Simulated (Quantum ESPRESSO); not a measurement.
Crystal: TiAl3.

```
Ti Al
1.0
     2.83968    0.00000    0.00000
     0.00000    4.68126    0.00000
     0.00000    0.00000    4.90074
Ti Al
1 3
Direct
  0.97952 0.46789 0.13676
  0.53633 0.48891 0.66291
  0.50806 0.02099 0.33125
  0.97609 0.02221 0.86908
```

The cell comes from a database or a generator and needn't be the stable form of this composition.

| Property | Result |
| --- | --- |
| Program | Quantum ESPRESSO 7.5 |
| Task | relaxation of the atoms |
| Functional | LDA |
| Dispersion | rVV10 |
| Potentials or basis | JTH 2.0 LDA |
| Cutoff | 490 eV |
| Density cutoff | 2939 eV |
| k mesh | 6 × 4 × 4 |
| Occupations | cold, width 0.2 eV |
| Spin | no spin polarisation |

At the start: volume 16.29 Å³/atom.

**Question.** Where does the relaxation end?

**Answer.** Over 20 steps the energy falls by 125.3 meV/atom; space group Pmm2 (No. 25, to 0.05 Å).

The path:
```tsv
step	energy change (eV)	largest force (eV/Å)
1	0.0000	2.5419
2	-0.2301	1.7379
3	-0.3934	0.9875
4	-0.4813	0.2653
5	-0.4858	0.2513
6	-0.4910	0.2104
7	-0.4963	0.1327
8	-0.4987	0.0976
9	-0.4993	0.0903
10	-0.4999	0.0788
11	-0.5003	0.0611
12	-0.5008	0.0408
13	-0.5009	0.0317
14	-0.5010	0.0275
15	-0.5011	0.0260
16	-0.5012	0.0251
17	-0.5013	0.0229
18	-0.5013	0.0181
19	-0.5013	0.0138
20	-0.5014	0.0097
```

Final structure:
```
Ti Al
1.0
     2.83968    0.00000    0.00000
     0.00000    4.68126    0.00000
     0.00000    0.00000    4.90074
Ti Al
1 3
Direct
  0.99986 0.49979 0.16354
  0.50000 0.50004 0.66537
  0.50036 0.00008 0.33014
  0.99978 0.00009 0.84094
```

Caveat: the k mesh is coarse (spacing up to 0.37 Å⁻¹), so the values aren't converged; rVV10's parameter b was fitted to another functional; the cutoff is low for these files, which shifts pressure and relaxed volume.
